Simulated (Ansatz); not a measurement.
## Molecular dynamics of Li$_{12}$Mg$_{4}$HN

Input file:

```yaml
accuracy: low
crystal:
  lattice:
    - [10.449664, 0.0, 0.0]
    - [0.0, 5.268644, 0.0]
    - [0.0, 0.0, 19.174227]
  atoms:
    - { symbol: Li, position: [0.0438952, 0.8341635, 0.1292659] }
    - { symbol: Li, position: [0.8160845, 0.4977857, 0.1677814] }
    - { symbol: Li, position: [0.7717059, 0.9977857, 0.0907505] }
    - { symbol: Mg, position: [0.0, 0.3369321, 0.0521533] }
    - { symbol: Li, position: [0.5438952, 0.3341635, 0.1292659] }
    - { symbol: Li, position: [0.3160845, 0.9977857, 0.1677814] }
    - { symbol: Li, position: [0.2717059, 0.4977857, 0.0907505] }
    - { symbol: Mg, position: [0.5, 0.8369321, 0.0521533] }
    - { symbol: Li, position: [0.1316856, 0.8341635, 0.2834911] }
    - { symbol: Li, position: [0.9038749, 0.4977857, 0.3220066] }
    - { symbol: Li, position: [0.8594963, 0.9977857, 0.2449757] }
    - { symbol: Mg, position: [0.0877904, 0.3369321, 0.2063785] }
    - { symbol: Li, position: [0.6316856, 0.3341635, 0.2834911] }
    - { symbol: Li, position: [0.4038749, 0.9977857, 0.3220066] }
    - { symbol: Li, position: [0.3594963, 0.4977857, 0.2449757] }
    - { symbol: Mg, position: [0.5877904, 0.8369321, 0.2063785] }
    - { symbol: "N", position: [0.9095474, 0.5028254, 0.5425989] }
    - { symbol: H, position: [0.9078728, 0.5215127, 0.5963168] }
basis:
  ecutwfc: 420.0
kpoints:
  mp_grid: { grid: [2, 3, 1] }
hamiltonian:
  xc: pbe
  dispersion: d3bj
scf:
  occupations: { method: fermi_dirac, width: 0.05 }
  lower_state_search: "off"
  max_iter: 55
md:
  timestep: 0.5
  n_steps: 200
  ensemble: nve
  initial_velocities: zero
  seed: 410001
  initial_site_velocities:
    - { site: 16, velocity: [0.0, 0.0, -0.032065] }
    - { site: 17, velocity: [0.0, 0.0, -0.032065] }
  constraints: [{ sites: [0, 2, 3, 4, 6, 7] }]
```

Launched with:

```bash
$ ansatz run input.yaml --threads 2 --pin off --max-ram 5120MiB --backend cpu --events-out ev --progress --plain --runs-dir out
```

It starts from an unrelaxed structure (largest force component 0.60 eV/Å).

Output, in part (step lines):

```
md step     0: t =     0.00 fs  T =   515.8 K  F+E_penalty+E_count = -10544.38024057 eV  E_kin = 0.800012 eV  conserved = -10543.58022851 eV  (26 SCF iters)
md step     1: t =     0.50 fs  T =   518.4 K  F+E_penalty+E_count = -10544.38429753 eV  E_kin = 0.804065 eV  conserved = -10543.58023300 eV  (13 SCF iters)
md step     2: t =     1.00 fs  T =   521.3 K  F+E_penalty+E_count = -10544.38879608 eV  E_kin = 0.808552 eV  conserved = -10543.58024422 eV  (11 SCF iters)
md step     3: t =     1.50 fs  T =   524.3 K  F+E_penalty+E_count = -10544.39356058 eV  E_kin = 0.813303 eV  conserved = -10543.58025725 eV  (11 SCF iters)
md step     4: t =     2.00 fs  T =   527.4 K  F+E_penalty+E_count = -10544.39837950 eV  E_kin = 0.818112 eV  conserved = -10543.58026771 eV  (11 SCF iters)
md step     5: t =     2.50 fs  T =   530.5 K  F+E_penalty+E_count = -10544.40308803 eV  E_kin = 0.822816 eV  conserved = -10543.58027174 eV  (4 SCF iters)
md step     6: t =     3.00 fs  T =   533.4 K  F+E_penalty+E_count = -10544.40762801 eV  E_kin = 0.827360 eV  conserved = -10543.58026776 eV  (4 SCF iters)
md step     7: t =     3.50 fs  T =   536.3 K  F+E_penalty+E_count = -10544.41206475 eV  E_kin = 0.831807 eV  conserved = -10543.58025759 eV  (5 SCF iters)
[... lines left out ...]
```

The steps, from the saved trajectory:

| time (fs) | T (K) | potential energy less start (eV) | conserved less start (meV/atom) |
| --- | --- | --- | --- |
| 0 | 516 | 0.000 | 0.00 |
| 3 | 533 | -0.027 | 0.00 |
| 6 | 553 | -0.058 | 0.00 |
| 9 | 579 | -0.098 | 0.00 |
| 12 | 609 | -0.145 | 0.00 |
| 15 | 644 | -0.199 | 0.00 |
| 18 | 688 | -0.268 | 0.00 |
| 21 | 739 | -0.346 | 0.00 |
| 24 | 802 | -0.444 | 0.00 |
| 27 | 879 | -0.563 | 0.00 |
| 30 | 977 | -0.715 | 0.00 |
| 33 | 1105 | -0.914 | 0.00 |
| 36 | 1272 | -1.172 | 0.01 |
| 39 | 1493 | -1.516 | 0.01 |
| 42 | 1762 | -1.933 | -0.01 |
| 45 | 1978 | -2.270 | -0.08 |
| 48 | 1744 | -1.910 | -0.24 |
| 51 | 756 | -0.371 | 0.11 |
| 54 | 983 | -0.725 | -0.01 |
| 57 | 1968 | -2.256 | -0.22 |
| 60 | 2105 | -2.467 | -0.07 |
| 63 | 1867 | -2.096 | -0.01 |
| 66 | 1578 | -1.648 | 0.00 |
| 69 | 1310 | -1.233 | 0.00 |
| 72 | 1073 | -0.865 | 0.00 |
| 75 | 879 | -0.564 | 0.00 |
| 78 | 750 | -0.363 | 0.01 |
| 81 | 707 | -0.297 | 0.01 |
| 84 | 761 | -0.380 | 0.01 |
| 87 | 902 | -0.599 | 0.00 |
| 90 | 1112 | -0.925 | 0.00 |
| 93 | 1364 | -1.316 | 0.00 |
| 96 | 1634 | -1.735 | -0.01 |
| 99 | 1911 | -2.164 | -0.01 |

The run went to its last step. The conserved energy stayed within 0.25 meV per atom of its start (net change -0.0061 meV per atom), so the integration is sound. A run of 0.1 ps of so small a system gives no equilibrium averages. Limits of this set-up: coarse k mesh, slab without dipole correction, low accuracy level.

Mean squared displacements from the first frame to the last: Li 0.25 Å², Mg 0.01 Å², N 9.12 Å², H 14.34 Å².

Last frame:

```xyz
18
Lattice="10.4497 0.0000 0.0000 0.0000 5.2686 0.0000 0.0000 0.0000 19.1742" Properties=species:S:1:pos:R:3
Li 0.459 4.395 2.479
Li 8.264 2.400 2.654
Li 8.064 5.257 1.740
Mg 0.000 1.775 1.000
Li 5.684 1.761 2.479
Li 3.218 5.002 3.351
Li 2.839 2.623 1.740
Mg 5.225 4.410 1.000
Li 1.014 4.375 5.927
Li 9.111 2.169 5.139
Li 8.979 4.692 4.712
Mg 1.086 1.844 3.995
Li 6.548 2.018 5.778
Li 4.219 5.023 6.228
Li 3.846 2.349 4.624
Mg 6.137 4.536 4.039
N 9.563 2.890 7.395
H 9.837 3.810 7.816
```

Run time: 17 min on 2 threads of Intel(R) Xeon(R) Platinum 8375C CPU @ 2.90GHz (Ice Lake), with other jobs on the host, peak memory 1.4 GiB.
